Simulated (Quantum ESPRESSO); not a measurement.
An input for Quantum ESPRESSO 7.5 (Tb):

Contents of pw.in:

```
&CONTROL
  calculation = 'scf'
  prefix = 'pwscf'
  outdir = './tmp'
  pseudo_dir = './pseudo'
  tprnfor = .true.
  tstress = .true.
  disk_io = 'low'
/
&SYSTEM
  ibrav = 0
  nat = 1
  ntyp = 1
  ecutwfc = 90
  nbnd = 14
  occupations = 'smearing'
  smearing = 'fd'
  degauss = 0.00734986
  nspin = 2
  starting_magnetization(1) = 0.5455
  vdw_corr = 'ts'
/
&ELECTRONS
  conv_thr = 2d-10
  electron_maxstep = 75
  mixing_beta = 1.5
  mixing_ndim = 1
/
ATOMIC_SPECIES
Tb   158.9254 Tb.upf
CELL_PARAMETERS angstrom
   0.0000000000    2.5199650902    2.5199650902
   2.5199650902    0.0000000000    2.5199650902
   2.5199650902    2.5199650902    0.0000000000
ATOMIC_POSITIONS crystal
Tb     0.0000000000    0.0000000000    0.0000000000
K_POINTS automatic
9 9 9 0 0 0
```

Potentials or basis: PseudoDojo 0.4 SR PBE 3plus.

Run with:

```console
$ OMP_NUM_THREADS=1 pw.x -in pw.in > pw.out
```

Problem. What does the program do with it?

Solution. The run stopped without a result. It printed:

pw.out:

```text
This program is part of the open-source Quantum ESPRESSO suite
     for quantum simulation of materials; please cite
         "P. Giannozzi et al., J. Phys.:Condens. Matter 21 395502 (2009);
         "P. Giannozzi et al., J. Phys.:Condens. Matter 29 465901 (2017);
         "P. Giannozzi et al., J. Chem. Phys. 152 154105 (2020);
     in publications or presentations arising from this work. More details at

     Message from routine setup:
     using ibrav=0 with symmetry is DISCOURAGED, use correct ibrav instead

[... 118 lines left out ...]
     Determining intial radial grid cutoff...
     An acceptable radial grid cutoff was determined by retaining 1109 of 1792 radial grid points.
     The magnitude of the atomic pseudo-density at the radial grid cutoff is  9.549884E-07.
     Using this radial grid cutoff value of        11.080000000000000 au:
     The free atom volume computed with this cutoff is       256.032145738205713 bohr^3 with an error of  0.997%.
     Linear grid spacing was computed as:         0.012080000000000 bohr.

 %%%%%%%%%%%%%%%%%%%%%%%%%%%%%%%%%%%%%%%%%%%%%%%%%%%%%%%%%%%%%%%%%%%%%%%%%%%%%%
     Error in routine tsvdw (1):
     Reference free atom parameters not available for requested atom type...
 %%%%%%%%%%%%%%%%%%%%%%%%%%%%%%%%%%%%%%%%%%%%%%%%%%%%%%%%%%%%%%%%%%%%%%%%%%%%%%

     stopping ...
```
